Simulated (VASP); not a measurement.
Input of a VASP 6.6.1 run:

File POSCAR:

```
ZnS                                     
1.0
    0.0000000000      2.6803314388      2.6803314388
    2.6803314388      0.0000000000      2.6803314388
    2.6803314388      2.6803314388      0.0000000000
  Zn              S             
     1     1
Direct
     0.2500000000000000    0.2500000000000000    0.2500000000000000
     0.0000000000000000    0.0000000000000000    0.0000000000000000
```

File INCAR.step1:

```
SYSTEM = ZnS
ALGO = Normal
EDIFF = 1E-5
ENCUT = 520
GGA = PE
ISIF = 2
ISMEAR = 0
LASPH = .True.
LCHARG = .False.
LREAL = .False.
LWAVE = .True.
NBANDS = 16
NELM = 80
PREC = Accurate
SIGMA = 0.03
```

The input INCAR.step2:

```
SYSTEM = ZnS
ALGO = Normal
EDIFF = 1E-7
ENCUT = 520
ISIF = 2
ISMEAR = 0
ISTART = 1
LASPH = .True.
LCHARG = .False.
LREAL = .False.
LWAVE = .False.
METAGGA = MBJ
NBANDS = 16
NELM = 80
PREC = Accurate
SIGMA = 0.03
```

Contents of KPOINTS:

```
k-points
0
Gamma
  10 10 10
  0 0 0
```

KPOINTS_OPT

```
explicit points
209
Reciprocal
 0.0000000000  0.0000000000  0.0000000000 1
 0.0263157895  0.0000000000  0.0263157895 1
 0.0526315789  0.0000000000  0.0526315789 1
 0.0789473684  0.0000000000  0.0789473684 1
 0.1052631579  0.0000000000  0.1052631579 1
 0.1315789474  0.0000000000  0.1315789474 1
[... 201 lines left out ...]
 0.4250000000  0.0000000000  0.4250000000 1
 0.4500000000  0.0000000000  0.4500000000 1
```

Potentials or basis: VASP PAW PBE potentials, release 64 (Zn, S).

Command:

```console
$ cat potpaw_PBE.64/Zn/POTCAR potpaw_PBE.64/S/POTCAR > POTCAR
$ cp INCAR.step1 INCAR
$ mpirun -np 1 vasp_std > vasp.out
$ cp INCAR.step2 INCAR
$ mpirun -np 1 vasp_std > vasp.out
```

**Question.** What does it give for the band gap along the path?

**Answer.** 3.79 eV, direct.

**Question.** Estimate the band gap on the k mesh.

**Answer.** 3.79 eV, direct.

Levels at the corners of the path, in eV from the valence-band top:
```tsv
point	band 7	band 8	band 9	band 10	band 11	band 12
Γ	0.00	0.00	0.00	3.79	7.55	7.55
X	-4.09	-2.10	-2.09	4.50	5.28	12.37
X	-4.09	-2.10	-2.09	4.50	5.28	12.37
W	-4.15	-2.54	-2.50	6.61	7.36	9.12
W	-4.15	-2.54	-2.50	6.61	7.36	9.12
K	-4.19	-2.87	-1.69	5.28	7.10	10.42
K	-4.19	-2.87	-1.69	5.28	7.10	10.42
Γ	0.00	0.00	0.00	3.79	7.55	7.55
Γ	0.00	0.00	0.00	3.79	7.55	7.55
L	-4.93	-0.81	-0.81	4.76	7.93	7.93
L	-4.93	-0.81	-0.81	4.76	7.93	7.93
U	-4.19	-2.87	-1.69	5.28	7.10	10.42
U	-4.19	-2.87	-1.69	5.28	7.10	10.42
W	-4.15	-2.54	-2.50	6.61	7.36	9.12
W	-4.15	-2.54	-2.50	6.61	7.36	9.12
L	-4.93	-0.81	-0.81	4.76	7.93	7.93
L	-4.93	-0.81	-0.81	4.76	7.93	7.93
K	-4.19	-2.87	-1.69	5.28	7.10	10.42
U	-4.19	-2.87	-1.69	5.28	7.10	10.42
X	-4.09	-2.10	-2.09	4.50	5.28	12.37
```

**Measured values to compare with.**

From “Electronic, vibrational, and thermodynamic properties of ZnS (zincblende and rocksalt structure)”, 2009, arxiv:0911.5022, for a bulk crystal of ZnS at 19 K: band gap 3.85 eV (direct).

A measured gap of ZnS is 3.85 eV (direct; 19 K; quoted in “Electronic, vibrational, and thermodynamic properties of ZnS (zincblende and rocksalt structure)”, 2009, arxiv:0911.5022); the calculated 3.79 eV misses it by -0.06 eV. The value is that of TB-mBJ, without temperature or zero-point motion.
